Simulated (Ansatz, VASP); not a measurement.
Two plane-wave programs on InSb

INCAR

```
ALGO = Normal ; EDIFF = 1E-6
ENCUT = 520 ; GGA = PE
ISIF = 2 ; ISMEAR = 0
LASPH = T ; LCHARG = F
LREAL = F ; LWAVE = F
NBANDS = 16 ; NELM = 60
PREC = Accurate ; SIGMA = 0.15
```

Contents of KPOINTS:

```
k-points
0
Gamma
  12 12 12
```

POSCAR

```
InSb
1.0
    0.0000000000      3.1095360000      3.4982280000
    3.1095360000      0.0000000000      3.4982280000
    3.1095360000      3.1095360000      0.0000000000
In Sb
1 1
Direct
    0.0000000000      0.0000000000      0.0000000000
    0.7500000000      0.7500000000      0.7500000000
```

Input for Ansatz:

```yaml
crystal:
  lattice:
    - [0.0, 3.109536, 3.498228]
    - [3.109536, 0.0, 3.498228]
    - [3.109536, 3.109536, 0.0]
  atoms:
    - { symbol: In, position: [0.0, 0.0, 0.0] }
    - { symbol: Sb, position: [0.75, 0.75, 0.75] }
basis:
  ecutwfc: 420
kpoints:
  mp_grid: { grid: [12, 12, 12] }
hamiltonian:
  xc: pbe
scf:
  occupations: { method: gaussian, width: 0.15 }
output:
  forces: true
  stress: true
  eigenvalues: true
```

Change from the starting cell: strain -0.040 along x and y, +0.080 along z, atoms carried along.

Alike in both runs: task single point; functional PBE; k mesh 12 × 12 × 12; occupations gaussian, width 0.15 eV; no spin polarisation.

|  | VASP | Ansatz |
| --- | --- | --- |
| version | VASP 6.6.1 | Ansatz 0.2.0 |
| potentials or method | VASP PAW PBE potentials, release 64 (In_d, Sb) | scalar-relativistic, plane waves, PAW |
| plane-wave cutoff (eV) | 520 | 420 |
| valence electrons in the cell | 18 | 28 |

```csv
,VASP,Ansatz,Ansatz less VASP
gap on the k mesh at the Fermi level (eV),none,none,-
pressure (GPa),3.2,3.2,+0.03
largest component of the traceless stress (GPa),2.51,2.51,-0.003
```

A gap of «none» marks a metal or a gap that the smearing closes. The functional is the same, so the differences come from potentials, cutoffs and numerics. The two sets of potentials don't hold the same shells in valence.

The runs have no spin-orbit coupling, so splittings on Sb are missing.
